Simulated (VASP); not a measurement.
# ZnO (zincite): input slips in a phonon run and what they do, part 3 of 3

Some phonon runs on ZnO (zincite) get a fault in the input on purpose. Which of them show, and how? The starting structure is a measured crystal structure from the Crystallography Open Database.

VASP 6.6.1.

Results so far: reference B1 (2) 554.9 cm⁻¹; finite displacements, else as the reference B1 (2) 555.4 cm⁻¹; a cutoff far too low B1 (2) 466.8 cm⁻¹.

**5. Modes with a loose electronic threshold**

Level of this step: LDA; plane waves and PAW (Zn, O) (VASP).

A slip made on purpose: a loose electronic threshold. Against step 2 the input has EDIFF = 1E-04, IBRION = 6, NFREE = 2, POTIM = 0.015, no LEPSILON and no LPEAD (also changed: NELM and NSW).

Contents of INCAR:

```
SYSTEM = ZnO
PREC = Accurate
ENCUT = 520
EDIFF = 1E-04
NELM = 60
ISMEAR = 0
SIGMA = 0.03
LREAL = .FALSE.
ALGO = Normal
GGA = CA
NBANDS = 24
LORBIT = 11
LWAVE = .FALSE.
LCHARG = .FALSE.
KPAR = 8
IBRION = 6
NFREE = 2
POTIM = 0.015
NSW = 1
ISIF = 2
```

Contents of POSCAR:

```
ZnO
1.0
    3.1956798486      0.0000000000      0.0000000000
   -1.5978399243      2.7675399312      0.0000000000
    0.0000000000      0.0000000000      5.1657050116
Zn O
2 2
Direct
    0.6666666667      0.3333333333      0.0002688976
    0.3333333333      0.6666666667      0.5002688976
    0.3333333333      0.6666666667      0.8787411024
    0.6666666667      0.3333333333      0.3787411024
```

Contents of KPOINTS:

```
Automatic mesh
0
Gamma
12 12 6
0 0 0
```

Potentials, in the order of the species: Zn and O (LDA family, release 64).

Command:

```console
$ mpirun -np 8 vasp_std
```

What it wrote:

```text
[... set-up lines as in an earlier step ...]
 entering main loop
       N       E                     dE             d eps       ncg     rms          rms(c)
[... 10 cycles as in an earlier step ...]
DAV:  11    -0.211586863895E+02    0.94986E-04   -0.66329E-04  4248   0.234E-01
   1 F= -.21158686E+02 E0= -.21158686E+02  d E =-.699230E-15
[... from here on, the cycles between the ionic steps are left out ...]
   2 F= -.21157738E+02 E0= -.21157738E+02  d E =-.188136E-14
   3 F= -.21157737E+02 E0= -.21157737E+02  d E =-.183594E-14
   4 F= -.21157272E+02 E0= -.21157272E+02  d E =-.155722E-15
   5 F= -.21157294E+02 E0= -.21157294E+02  d E =-.169678E-13
   6 F= -.21157663E+02 E0= -.21157663E+02  d E =-.209023E-14
   7 F= -.21157671E+02 E0= -.21157671E+02  d E =-.211092E-14
   8 F= -.21157210E+02 E0= -.21157210E+02  d E =-.956538E-14
   9 F= -.21157250E+02 E0= -.21157250E+02  d E =-.106842E-15
 Finite differences progress:
  Degree of freedom:   4/  4
  Displacement:        2/  2
  Total:               8/  8
```

It took 58 s on 8 MPI ranks of AMD EPYC 9R14 (Zen 4), shared host; peak memory 5.6 GiB.

Parts of OUTCAR (step 5):

```text
  Total       -0.1068047     -0.1068047      0.1279364      0.0000000      0.0000000      0.0000000
  in kB       -3.7455389     -3.7455389      4.4866056      0.0000000      0.0000000      0.0000000
  external PRESSURE =      -1.0014907 kB  Pullay stress =       0.0000000 kB

 POSITION                                       TOTAL-FORCE (eV/Angst)
 -----------------------------------------------------------------------------------
      1.59784      0.92251      0.00139        -0.000000      0.000000     -0.038065
     -0.00000      1.84503      2.58424        -0.000000     -0.000000     -0.080447
     -0.00000      1.84503      4.52432         0.000000     -0.000000      0.205344
      1.59784      0.92251      1.95646        -0.000000     -0.000000     -0.086832
 -----------------------------------------------------------------------------------
    total drift:                               -0.000992      0.000025      0.025170

  FREE ENERGIE OF THE ION-ELECTRON SYSTEM (eV)
  ---------------------------------------------------
  free  energy   TOTEN  =       -21.1572504168 eV

  energy  without entropy=      -21.1572504168  energy(sigma->0) =      -21.15725042

[... 2 parts as in an earlier step ...]

[... 1 further part left out ...]
[key lines of the parts left out:]
E-fermi :   1.4265
```

With a loose electronic threshold the modes are at the top B1 (2) 561.7, E2 (2) 432.4 cm⁻¹, at the bottom B1 (1) 271.5, E2 (1) 73.2 cm⁻¹, with 2 more of the listed ones between; the largest shift is -17.7 cm⁻¹, in E2 (1), from finite displacements, else as the reference.

**6. Modes with one-sided displacements**

A slip made on purpose: one-sided displacements. Against step 2 the input has IBRION = 6, NFREE = 1, POTIM = 0.015, no LEPSILON and no LPEAD (also changed: NELM and NSW).

INCAR: that of step 5 with these lines changed.

```diff
@@ -3,3 +3,3 @@
 ENCUT = 520
-EDIFF = 1E-04
+EDIFF = 1E-08
 NELM = 60
@@ -16,3 +16,3 @@
 IBRION = 6
-NFREE = 2
+NFREE = 1
 POTIM = 0.015
```

POSCAR is that of step 5.

KPOINTS is that of step 5.

Command:

```console
$ mpirun -np 8 vasp_std
```

What it wrote:

```text
[... set-up lines as in an earlier step ...]
 entering main loop
       N       E                     dE             d eps       ncg     rms          rms(c)
[... 18 cycles as in an earlier step ...]
   1 F= -.21158688E+02 E0= -.21158688E+02  d E =-.113949E-14
[...]
2 F= -.21157738E+02 E0= -.21157738E+02  d E =-.187717E-14
[...]
3 F= -.21157285E+02 E0= -.21157285E+02  d E =-.158281E-15
[...]
4 F= -.21157672E+02 E0= -.21157672E+02  d E =-.195078E-14
[...]
5 F= -.21157280E+02 E0= -.21157280E+02  d E =-.910004E-14
 Finite differences progress:
  Degree of freedom:   4/  4
  Displacement:        1/  1
  Total:               4/  4
```

It took 65 s on 8 MPI ranks; peak memory 4.3 GiB; 8.6 min of CPU time.

Parts of OUTCAR (step 6):

```text
  Total        0.0833491      0.0833491     -0.1374527      0.0000000      0.0000000      0.0000000
  in kB        2.9229729      2.9229729     -4.8203347      0.0000000      0.0000000      0.0000000
  external PRESSURE =       0.3418704 kB  Pullay stress =       0.0000000 kB

 POSITION                                       TOTAL-FORCE (eV/Angst)
 -----------------------------------------------------------------------------------
      1.59784      0.92251      0.00139         0.000000      0.000000      0.027053
     -0.00000      1.84503      2.58424        -0.000000      0.000000      0.079994
     -0.00000      1.84503      4.55432        -0.000000      0.000000     -0.184394
      1.59784      0.92251      1.95646         0.000000     -0.000000      0.077347
 -----------------------------------------------------------------------------------
    total drift:                                0.000002      0.000001     -0.000307

  FREE ENERGIE OF THE ION-ELECTRON SYSTEM (eV)
  ---------------------------------------------------
  free  energy   TOTEN  =       -21.1572802863 eV

  energy  without entropy=      -21.1572802863  energy(sigma->0) =      -21.15728029

[... 2 parts as in an earlier step ...]

[... 1 further part left out ...]
[key lines of the parts left out:]
E-fermi :   1.4175
```

With one-sided displacements the modes are at the top B1 (2) 548.8, E2 (2) 446.7 cm⁻¹, at the bottom B1 (1) 265.2, E2 (1) 91.0 cm⁻¹, with 2 more of the listed ones between; the largest shift is -6.6 cm⁻¹, in B1 (2), from finite displacements, else as the reference.

**7. Modes with a k mesh far too coarse**

A slip made on purpose: a k mesh far too coarse. Against step 2 the input has a 2×2×2 mesh (also changed: NELM and KPAR).

INCAR: that of step 6 with these lines changed.

```diff
@@ -14,7 +14,5 @@
 LCHARG = .FALSE.
-KPAR = 8
-IBRION = 6
-NFREE = 1
-POTIM = 0.015
-NSW = 1
+IBRION = 8
+LEPSILON = .TRUE.
+LPEAD = .TRUE.
 ISIF = 2
```

POSCAR is that of step 6.

Contents of KPOINTS:

```
Automatic mesh
0
Gamma
2 2 2
0 0 0
```

Command:

```console
$ mpirun -np 8 vasp_std
```

What it wrote:

```text
[banner, memory and clock lines left out]
running    8 mpi-ranks, on    1 nodes
[...]
[... a notice as in an earlier step ...]

 LDA part: xc-table for (Slater(with rela. corr.)+CA(PZ))
 , standard interpolation
 POSCAR, INCAR and KPOINTS ok, starting setup
[...]
entering main loop
       N       E                     dE             d eps       ncg     rms          rms(c)
DAV:   1     0.280083088484E+03    0.28008E+03   -0.18977E+04   192   0.227E+03
DAV:   2     0.370812761893E+01   -0.27637E+03   -0.26261E+03   208   0.427E+02
DAV:   3    -0.234583434026E+02   -0.27166E+02   -0.26988E+02   224   0.142E+02
DAV:   4    -0.238468826349E+02   -0.38854E+00   -0.38845E+00   216   0.175E+01
[...]
DAV:  16    -0.203349291121E+02    0.11368E-07   -0.44189E-09   144   0.144E-03    0.952E-04
DAV:  17    -0.203349290941E+02    0.18022E-07   -0.72407E-08   264   0.265E-03    0.129E-04
DAV:  18    -0.203349290908E+02    0.32842E-08   -0.71399E-09   120   0.819E-04
   1 F= -.20334929E+02 E0= -.20334929E+02  d E =-.471873E-18
[...]
RMM:  14    -0.355278436405E+00    0.32976E-08    0.19141E-09   375   0.254E-06    0.161E-07
 first order change of Fermi-energy  -0.27852E-04
 force on displaced ion       3 direction 1 :  -8.962   0.003  -0.000
 Born effective charge ion    3 direction 1 :  -2.204  -0.004   0.000
 Linear response progress:
  Degree of freedom:   4/  4
       N       E                     dE             d eps       ncg     rms          rms(c)
RMM:   1    -0.375775649867E+00   -0.37578E+00    0.57773E-01   418   0.386E+00
RMM:   2    -0.368364840506E+00    0.74108E-02   -0.82162E-03   270   0.944E-01    0.349E-01
RMM:   3    -0.369494677191E+00   -0.11298E-02   -0.15369E-03   277   0.267E-01    0.178E-01
RMM:   4    -0.370654860519E+00   -0.11602E-02   -0.60872E-04   276   0.140E-01    0.411E-02
[...]
RMM:  14    -0.370637144286E+00   -0.24653E-07    0.32218E-08   251   0.332E-06    0.290E-07
RMM:  15    -0.370637057799E+00    0.86487E-07    0.11712E-08   173   0.210E-06    0.155E-07
RMM:  16    -0.370637138314E+00   -0.80515E-07    0.20731E-09   115   0.173E-06    0.672E-08
 first order change of Fermi-energy  -0.28962E+00
 force on displaced ion       3 direction 3 :   0.000  -0.000 -11.688
 Born effective charge ion    3 direction 3 :  -0.000  -0.000  -2.411
 Born effective charges drift removed
 Linear response finished
```

Elapsed: 10 s, on 8 MPI ranks; peak memory 0.79 GiB; 76 s of CPU time.

From OUTCAR (step 7):

```text
  Total        1.0049302      1.0049302     -0.8954600      0.0000000      0.0000000      0.0000000
  in kB       35.2419334     35.2419334    -31.4029187      0.0000000      0.0000000      0.0000000
  external PRESSURE =      13.0269827 kB  Pullay stress =       0.0000000 kB

 POSITION                                       TOTAL-FORCE (eV/Angst)
 -----------------------------------------------------------------------------------
      1.59784      0.92251      0.00139        -0.000000     -0.000000      0.144811
     -0.00000      1.84503      2.58424        -0.000000      0.000000      0.144811
     -0.00000      1.84503      4.53932         0.000000      0.000000     -0.144811
      1.59784      0.92251      1.95646         0.000000      0.000000     -0.144811
 -----------------------------------------------------------------------------------
    total drift:                                0.000001      0.000001     -0.000391

 MACROSCOPIC STATIC DIELECTRIC TENSOR (including local field effects in DFT)
 ------------------------------------------------------
           4.155865     0.000000     0.000000
           0.000000     4.155865     0.000000
          -0.000000    -0.000000     6.589120
 ------------------------------------------------------

 MACROSCOPIC STATIC DIELECTRIC TENSOR IONIC CONTRIBUTION
 ------------------------------------------------------
           4.986187    -0.000000    -0.000000
          -0.000000     4.986187     0.000000
          -0.000000     0.000000     6.677575
 ------------------------------------------------------

[... 1 part as in an earlier step ...]

[... 1 further part left out ...]
```

With a k mesh far too coarse the modes are at the top B1 (2) 533.6, E2 (2) 449.5 cm⁻¹, at the bottom B1 (1) 260.0, E2 (1) 97.4 cm⁻¹, with 2 more of the listed ones between; the largest shift is -21.3 cm⁻¹, in B1 (2), from the reference.

**8. Comparison**

| run | B1 (2) | E2 (2) | E1 | A1 | B1 (1) | E2 (1) | method | core minutes |
| --- | --- | --- | --- | --- | --- | --- | --- | --- |
| reference | 554.9 | 446.6 | 413.7 | 395.0 | 261.5 | 92.0 | perturbation theory | 30.8 |
| finite displacements, else as the reference | 555.4 | 446.6 | 414.2 | 395.1 | 262.1 | 90.9 | finite displacements | 15.6 |
| a cutoff far too low | 466.8 | 397.8 | 376.3 | 358.7 | 256.4 | 86.6 | perturbation theory | 8.4 |
| a loose electronic threshold | 561.7 | 432.4 | 405.7 | 395.2 | 271.5 | 73.2 | finite displacements | 7.73 |
| one-sided displacements | 548.8 | 446.7 | 414.3 | 388.6 | 265.2 | 91.0 | finite displacements | 8.67 |
| a k mesh far too coarse | 533.6 | 449.5 | 401.3 | 381.7 | 260.0 | 97.4 | perturbation theory | 1.36 |

Modes are in cm⁻¹, degenerate ones as one, matched between runs by symmetry and order. A number in brackets counts the listed modes of one symmetry from the lowest. The symmetry labels come from an automatic analysis and can be wrong where levels nearly coincide. Core minutes are wall time times ranks of the run shown, on a shared host.

**9. Outcome**

- B1 (2), reference: 554.9 cm⁻¹
- E2 (1), reference: 92.0 cm⁻¹
- B1 (2), finite displacements, else as the reference: 555.4 cm⁻¹
- E2 (1), finite displacements, else as the reference: 90.9 cm⁻¹
- B1 (2), a cutoff far too low: 466.8 cm⁻¹
- E2 (1), a cutoff far too low: 86.6 cm⁻¹
- B1 (2), a loose electronic threshold: 561.7 cm⁻¹
- E2 (1), a loose electronic threshold: 73.2 cm⁻¹
- B1 (2), one-sided displacements: 548.8 cm⁻¹
- E2 (1), one-sided displacements: 91.0 cm⁻¹
- B1 (2), a k mesh far too coarse: 533.6 cm⁻¹
- E2 (1), a k mesh far too coarse: 97.4 cm⁻¹

Finished, but with signs in the output that stand out against the reference: a cutoff far too low, with modes off by up to -88 cm⁻¹, in B1 (2) (signs: a pressure of -133.4 GPa on the undisplaced cell); a loose electronic threshold, with modes off by up to -18 cm⁻¹, in E2 (1) (signs: a pressure of 0.8 GPa on the undisplaced cell and a translation at -10 cm⁻¹ instead of zero); one-sided displacements, with modes off by up to -6.6 cm⁻¹, in B1 (2) (signs: a translation at -9 cm⁻¹ instead of zero); a k mesh far too coarse, with modes off by up to -21 cm⁻¹, in B1 (2) (signs: a pressure of 1.3 GPa on the undisplaced cell and forces of up to 0.14 eV/Å on the undisplaced atoms). Runs with finite displacements are held against the sound run of that kind. The reference (perturbation theory) and the sound run with finite displacements differ by -1.1 cm⁻¹ in E2 (1) themselves, and which lies nearer isn't tested. The dielectric constants and Born charges in the logs aren't compared here; at a small gap they can be far off, and in a run without a gap they mean nothing. The frequencies are harmonic, and the splitting of polar modes by their long-range field is left out. Further runs on this material are not shown.

[Lines on the potential files, build, host, timing and source positions are cut from VASP's logs without a mark.]

[Logs are printed without paths, hosts, clocks, repeated set-up lines and the standing remarks that a program may print on its own settings, such as how far it seeks lower states.]

[Hosts, paths, dates, database ids (printed as entryN), source tags and the programs' standing remarks are cut or masked in the printed files.]
